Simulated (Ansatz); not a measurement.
# Li(100) with 4 layers of random Li-Ta, 2x2: scattering by chemical disorder, part 2 of 2

Aim: the residual resistivity of a random alloy, from Li(100) with 4 layers of random Li-Ta, 2x2 and longer regions.

Ansatz 0.2.0; Ansatz plane-wave DFT, PBE, PAW files; ballistic transport by layer matching (Landauer), zero bias; PAW set soft_1.

So far. Step 3 (With 8 alloy layers): Over the solved energies the transmission per spin lies between 1.58 and 1.60, out of 4.84 channels of the lead on average (up to 4.92).

## Step 4: With 12 alloy layers

In 12 layers a share of 0.75 of the sites is given to Ta at random. A fresh draw is used; the growth of the resistance with length is what counts.

System of this step: Li(100) with 12 layers of random Li-Ta, 2x2. The cell holds 88 atoms: 52 Li and 36 Ta. Its edges and angles: a = 7.020 Å, b = 7.020 Å, c = 38.610 Å, α = 90.0°, β = 90.0°, γ = 90.0°. It derives from Li. Regions: lead, 40 atoms (40 Li); scattering region, 48 atoms (36 Ta and 12 Li). The structure is stacked along c, and the current runs across the ab planes.

input.yaml

```yaml
crystal:
  lattice:
    - [7.02, 0.0, 0.0]
    - [0.0, 7.02, 0.0]
    - [0.0, 0.0, 38.61]
  atoms:
    - { symbol: Li, position: [0.0, 0.0, 0.0227272727] }
    - { symbol: Li, position: [0.0, 0.5, 0.0227272727] }
    - { symbol: Li, position: [0.5, 0.0, 0.0227272727] }
    - { symbol: Li, position: [0.5, 0.5, 0.0227272727] }
    - { symbol: Li, position: [0.25, 0.25, 0.0681818182] }
    - { symbol: Li, position: [0.25, 0.75, 0.0681818182] }
    - { symbol: Li, position: [0.75, 0.25, 0.0681818182] }
    - { symbol: Li, position: [0.75, 0.75, 0.0681818182] }
    - { symbol: Li, position: [0.0, 0.0, 0.1136363636] }
    - { symbol: Li, position: [0.0, 0.5, 0.1136363636] }
    - { symbol: Li, position: [0.5, 0.0, 0.1136363636] }
    - { symbol: Li, position: [0.5, 0.5, 0.1136363636] }
    - { symbol: Li, position: [0.25, 0.25, 0.1590909091] }
    - { symbol: Li, position: [0.25, 0.75, 0.1590909091] }
    - { symbol: Li, position: [0.75, 0.25, 0.1590909091] }
    - { symbol: Li, position: [0.75, 0.75, 0.1590909091] }
    - { symbol: Li, position: [0.0, 0.0, 0.2045454545] }
    - { symbol: Li, position: [0.0, 0.5, 0.2045454545] }
    - { symbol: Li, position: [0.5, 0.0, 0.2045454545] }
    - { symbol: Li, position: [0.5, 0.5, 0.2045454545] }
    - { symbol: Ta, position: [0.25, 0.25, 0.25] }
    - { symbol: Ta, position: [0.25, 0.75, 0.25] }
    - { symbol: Ta, position: [0.75, 0.25, 0.25] }
    - { symbol: Ta, position: [0.75, 0.75, 0.25] }
    - { symbol: Ta, position: [0.0, 0.0, 0.2954545455] }
    - { symbol: Ta, position: [0.0, 0.5, 0.2954545455] }
    - { symbol: Li, position: [0.5, 0.0, 0.2954545455] }
    - { symbol: Ta, position: [0.5, 0.5, 0.2954545455] }
    - { symbol: Ta, position: [0.25, 0.25, 0.3409090909] }
    - { symbol: Ta, position: [0.25, 0.75, 0.3409090909] }
    - { symbol: Ta, position: [0.75, 0.25, 0.3409090909] }
    - { symbol: Ta, position: [0.75, 0.75, 0.3409090909] }
    - { symbol: Ta, position: [0.0, 0.0, 0.3863636364] }
    - { symbol: Li, position: [0.0, 0.5, 0.3863636364] }
    - { symbol: Ta, position: [0.5, 0.0, 0.3863636364] }
    - { symbol: Ta, position: [0.5, 0.5, 0.3863636364] }
    - { symbol: Ta, position: [0.25, 0.25, 0.4318181818] }
    - { symbol: Ta, position: [0.25, 0.75, 0.4318181818] }
    - { symbol: Ta, position: [0.75, 0.25, 0.4318181818] }
    - { symbol: Ta, position: [0.75, 0.75, 0.4318181818] }
    - { symbol: Ta, position: [0.0, 0.0, 0.4772727273] }
    - { symbol: Ta, position: [0.0, 0.5, 0.4772727273] }
    - { symbol: Ta, position: [0.5, 0.0, 0.4772727273] }
    - { symbol: Li, position: [0.5, 0.5, 0.4772727273] }
    - { symbol: Li, position: [0.25, 0.25, 0.5227272727] }
    - { symbol: Ta, position: [0.25, 0.75, 0.5227272727] }
    - { symbol: Li, position: [0.75, 0.25, 0.5227272727] }
    - { symbol: Li, position: [0.75, 0.75, 0.5227272727] }
    - { symbol: Ta, position: [0.0, 0.0, 0.5681818182] }
    - { symbol: Ta, position: [0.0, 0.5, 0.5681818182] }
    - { symbol: Ta, position: [0.5, 0.0, 0.5681818182] }
    - { symbol: Ta, position: [0.5, 0.5, 0.5681818182] }
    - { symbol: Ta, position: [0.25, 0.25, 0.6136363636] }
    - { symbol: Ta, position: [0.25, 0.75, 0.6136363636] }
    - { symbol: Ta, position: [0.75, 0.25, 0.6136363636] }
    - { symbol: Ta, position: [0.75, 0.75, 0.6136363636] }
    - { symbol: Li, position: [0.0, 0.0, 0.6590909091] }
    - { symbol: Li, position: [0.0, 0.5, 0.6590909091] }
    - { symbol: Ta, position: [0.5, 0.0, 0.6590909091] }
    - { symbol: Li, position: [0.5, 0.5, 0.6590909091] }
    - { symbol: Ta, position: [0.25, 0.25, 0.7045454545] }
    - { symbol: Li, position: [0.25, 0.75, 0.7045454545] }
    - { symbol: Ta, position: [0.75, 0.25, 0.7045454545] }
    - { symbol: Ta, position: [0.75, 0.75, 0.7045454545] }
    - { symbol: Li, position: [0.0, 0.0, 0.75] }
    - { symbol: Ta, position: [0.0, 0.5, 0.75] }
    - { symbol: Li, position: [0.5, 0.0, 0.75] }
    - { symbol: Ta, position: [0.5, 0.5, 0.75] }
    - { symbol: Li, position: [0.25, 0.25, 0.7954545455] }
    - { symbol: Li, position: [0.25, 0.75, 0.7954545455] }
    - { symbol: Li, position: [0.75, 0.25, 0.7954545455] }
    - { symbol: Li, position: [0.75, 0.75, 0.7954545455] }
    - { symbol: Li, position: [0.0, 0.0, 0.8409090909] }
    - { symbol: Li, position: [0.0, 0.5, 0.8409090909] }
    - { symbol: Li, position: [0.5, 0.0, 0.8409090909] }
    - { symbol: Li, position: [0.5, 0.5, 0.8409090909] }
    - { symbol: Li, position: [0.25, 0.25, 0.8863636364] }
    - { symbol: Li, position: [0.25, 0.75, 0.8863636364] }
    - { symbol: Li, position: [0.75, 0.25, 0.8863636364] }
    - { symbol: Li, position: [0.75, 0.75, 0.8863636364] }
    - { symbol: Li, position: [0.0, 0.0, 0.9318181818] }
    - { symbol: Li, position: [0.0, 0.5, 0.9318181818] }
    - { symbol: Li, position: [0.5, 0.0, 0.9318181818] }
    - { symbol: Li, position: [0.5, 0.5, 0.9318181818] }
    - { symbol: Li, position: [0.25, 0.25, 0.9772727273] }
    - { symbol: Li, position: [0.25, 0.75, 0.9772727273] }
    - { symbol: Li, position: [0.75, 0.25, 0.9772727273] }
    - { symbol: Li, position: [0.75, 0.75, 0.9772727273] }
kpoints:
  mp_grid: { grid: [3, 3, 1] }
hamiltonian:
  xc: pbe
  pseudopotentials: { kind: paw, azcp: { folder: soft_1 } }
scf:
  occupations: { method: fermi_dirac, width: 0.1 }
output:
  transmission: { leads: [[0, 4]], kmesh: [6, 6], e_range: [-0.05, 0.05], de: 0.05 }
  write_potential: true
  write_density: true
  volumetric_format: npy
```

Launch:

```console
$ ansatz run input.yaml --threads 4 --pin off --max-ram 15360MiB --backend cpu --events-out ev --progress --plain --runs-dir out
```

Numbers of over 12 decimals in the logs are rounded to 6 here.

What it wrote:

```text
[...]
Crystal: 88 atoms, lattice volume = 1902.716 Å³
Basis set: ecut = 420 eV, 37253 PW (Γ)
Bands: 400, of which v1, the nominal top of the filled ones, is band 312 counted from 1 (311 counted from 0)
Symmetry: 1 space group operations
[...]
k-points: 5 of 9 (time reversal used)
[...]
SCF iter   1: F=—  HF=-368218.958347 eV  |F-HF|=—  |Δ(HF+E_count)|=         —  Δρ=3.73e-2  dr2=1.32e2  ethr=3.10e-3  ⟨swp⟩=13.8  Hψ=11627  notcnv=0
[...]
SCF iter  11: F=-368204.993718 eV  HF=-368204.993718 eV  |F-HF|=1.30e-8  |Δ(HF+E_count)|=   1.49e-8  Δρ=6.25e-7  dr2=2.31e-8  ethr=1.60e-11  ⟨swp⟩=12.0  Hψ=6679  notcnv=0
SCF 1 converged in 11 iterations: F = -368204.993718 eV  dr2 = 2.31e-8
[...]
transmission: 126 of 1220 steps passed
transmission: 246 of 1220 steps passed
[...]
transmission: 1220 of 1220 steps passed
SCF converged after 11 iterations
Free energy (F): -368204.993718 eV
[...]
Internal energy: -368202.031754 eV  (E = F + TS)
E sigma→0 (E₀):  -368203.512736 eV
Entropy (-TS):   -2.961964 eV (-33.659 meV/atom)
Fermi energy:    6.545213 eV
[...]
--- Band table (eV; the first three rows and the last of 5) ---
  k-point 0: bands = [... 308 lower, 6.6414, 6.6715, 6.6915, 6.7187, 6.7455, 6.7525, 6.7865, 6.8050, ... 84 higher]
  k-point 1: bands = [... 308 lower, 6.5182, 6.5412, 6.5627, 6.5885, 6.6140, 6.6265, 6.6614, 6.6708, ... 84 higher]
  k-point 2: bands = [... 308 lower, 6.5145, 6.5485, 6.5692, 6.5834, 6.6161, 6.6365, 6.6602, 6.6613, ... 84 higher]
  k-point 4: bands = [... 308 lower, 6.3613, 6.3836, 6.4065, 6.4390, 6.4541, 6.4768, 6.5117, 6.5186, ... 84 higher]
--- Transmission ---
  basis      : 437 plane waves across, 61 finite elements along
  points     : 20, standing for a mesh of 6 x 6
[...]
channels       : 4.916667e0 a spin
[...]
junction   : crystal 0 to crystal 0, 0.70 to 37.55 Å
    transmission   : 1.144190e0 a spin
[...]
```

Elapsed: 17 min, on 4 threads of Arm Neoverse V2, shared host; peak memory 9.7 GiB; 57 min of CPU time.

This step gave:

```
free energy                                   : -368204.9937 eV
energy at zero smearing                       : -368203.5127 eV
Fermi energy                                  : 6.545 eV
transmission per spin nearest the Fermi level : 1.144
step of the lead's potential                  : 15 meV
```

Per spin. Transmission, zone mean against energy, zero at the Fermi level:

```tsv
energy (eV)	transmission, zone mean
-0.0500	1.13
0.0000	1.14
0.0500	1.19
```

Over the solved energies the transmission per spin lies between 1.13 and 1.19, out of 4.84 channels of the lead on average (up to 4.92).

## Step 5: Resistance against length

This step: Ansatz plane-wave DFT, PBE, PAW files; ballistic transport by layer matching (Landauer), zero bias; residual resistivity from the slope of the area resistance, atoms on the host's lattice; PAW set soft_1 (Ansatz 0.2.0).

This step gave:

- resistivity: 176.8 µΩ cm
- intercept: 0.3758 fΩ m²
- scatter about the fit: 0.1335 fΩ m²

Resistance, by row:

```tsv
run	length (Å)	T	channels N	RA (fΩ m²)
n4	7.02	2.103	4.843	1.711
n8	14.04	1.597	4.843	2.669
n12	21.06	1.155	4.843	4.193
```

Table of area resistance by length of the alloy:

```tsv
length of the alloy (Å)	area resistance (fΩ m²)
7.02	1.71
14.04	2.67
21.06	4.19
```

The area resistance goes from 1.7 to 4.2 fΩ m² between 7.0 and 21.1 Å, a slope of 177 µΩ cm.

By hand from the end points: (4.193 − 1.711) fΩ m² / (21.06 − 7.02) Å = 177 µΩ cm, since 1 fΩ m² per Å is 1000 µΩ cm.

## Step 6: Outcome

* resistivity from the slope: 177 µΩ cm
* area resistance over 7.02 Å: 1.71 fΩ m²
* area resistance over 14.0 Å: 2.67 fΩ m²
* area resistance over 21.1 Å: 4.19 fΩ m²

The slope gives 177 µΩ cm. The points scatter by 0.13 fΩ m² about the line, with one random draw a length in a 2x2 cell, so the slope is a rough value. Read with a model of isotropic scattering on a spherical Fermi surface and the lead's 0.76×10¹⁵ S/m², this slope means a mean free path near 5.6 Å (a rough figure, since the alloy's own channel count differs); over these lengths the model's slope is within 3 % of its bulk resistivity, though a free path of a few ångströms strains the picture. The atoms sit on the host's lattice, so scattering by size misfit is left out. Spin-orbit coupling is left out, which matters for Ta.

[Logs are printed without paths, hosts, clocks, repeated set-up lines and the standing remarks that a program may print on its own settings, such as how far it seeks lower states.]

[Hosts, paths, dates, database ids (printed as entryN), source tags and the programs' standing remarks are cut or masked in the printed files.]
